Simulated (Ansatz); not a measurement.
## TiO₂: gradients before and after relaxing the atoms

Start: an entry of the Crystallography Open Database (COD; perhaps a calculated or model structure).

Space group P3_121 (No. 152); a = 5.2910, c = 6.1330 Å, γ = 120.00°.

```
site  Wyckoff  site symmetry       x       y       z
  Ti       3a            .2.  0.4530  0.0000  0.3333
   O       6c              1  0.4080  0.3030  0.2150
```

One atom of each set is listed.

Computed with Ansatz: DFT, PBE, plane waves and PAW, scalar-relativistic, 420 eV cutoff, Γ-centred 6×6×5 k-points, Fermi–Dirac smearing 0.01 eV.

The largest force at the start is 2.2 eV/Å. Relaxing the ions at fixed cell moves them by 0.099 Å at most (atom 5, O) and 0.081 Å rms.

| site | moved (Å) | first shell before | first shell after | V_zz before (10²¹ V/m²) | η before |
| --- | --- | --- | --- | --- | --- |
| Ti | 0.001 | 4 O at 1.73–1.88 Å | 4 O at 1.81–1.82 Å | -3.90 | 0.73 |
| O | 0.099 | 2 Ti at 1.73–1.88 Å, angle 138° | 2 Ti at 1.81–1.82 Å, angle 136° | 1.68 | 0.71 |

Problem. What are V_zz and η after the relaxation?

Solution. 

```
site  V_zz after  η after  change of V_zz
  Ti       -2.35     0.06           +1.55
   O        1.56     0.19           -0.12
```

The largest change of V_zz is on Ti, from -3.90 to -2.35. In per cent, |V_zz| changes by -40 on Ti, -7 on O (all sites that start above 0.5). Where |V_zz| stays above 0.1, η moves most on Ti, from 0.73 to 0.06.
